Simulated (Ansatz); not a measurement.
The system is C.

```
CELL_PARAMETERS angstrom
2.61972 0.00000 0.00000
0.00000 2.61972 0.00000
0.00000 0.00000 2.61972
ATOMIC_POSITIONS crystal
C 0.00000 0.50000 0.50000
C 0.50000 0.00000 0.50000
C 0.50000 0.50000 0.00000
```

The cell was built by a generator and needn't be a form met in nature.

- Program: Ansatz 0.2.0
- Task: relaxation of cell and atoms
- Functional: BLYP
- Potentials or basis: Ansatz PAW
- Cutoff: 420 eV (not typed: the program's choice for these potentials)
- k mesh: 10 × 10 × 10
- Occupations: fermi-dirac, width 0.05 eV
- Spin: no spin polarisation

At the start: volume 5.99 Å³/atom.

Question: Where does the relaxation end?

Answer: It ends after 7 steps and the volume is 6.75 Å³/atom (+12.6 %); space group Pm-3m (No. 221, to 0.05 Å).

The path:
| step | energy change (eV) | largest force (eV/Å) | volume (Å³) |
| --- | --- | --- | --- |
| 1 | 0.0000 | 0.0000 | 17.98 |
| 2 | -0.0597 | 0.0000 | 18.57 |
| 3 | -0.1141 | 0.0000 | 20.15 |
| 4 | -0.1307 | 0.0000 | 20.15 |
| 5 | -0.1307 | 0.0000 | 20.21 |
| 6 | -0.1305 | 0.0000 | 20.25 |
| 7 | -0.1309 | 0.0000 | 20.25 |

Final structure:
```yaml
crystal:
  lattice:
    - [2.72580, 0.00000, 0.00000]
    - [0.00000, 2.72580, 0.00000]
    - [0.00000, 0.00000, 2.72580]
  atoms:
    - { symbol: C, position: [0.00000, 0.50000, 0.50000] }
    - { symbol: C, position: [0.50000, 0.00000, 0.50000] }
    - { symbol: C, position: [0.50000, 0.50000, 0.00000] }
```

Caveat: the plane-wave basis is chosen anew once the cell has moved, so the energies of steps on either side of that aren't comparable; the pressure holds a Pulay correction of +0.6 GPa for the finite cutoff; the PAW data sets come from PBE, with cores solved anew for the run's functional, which leaves a small shift of forces and pressure.
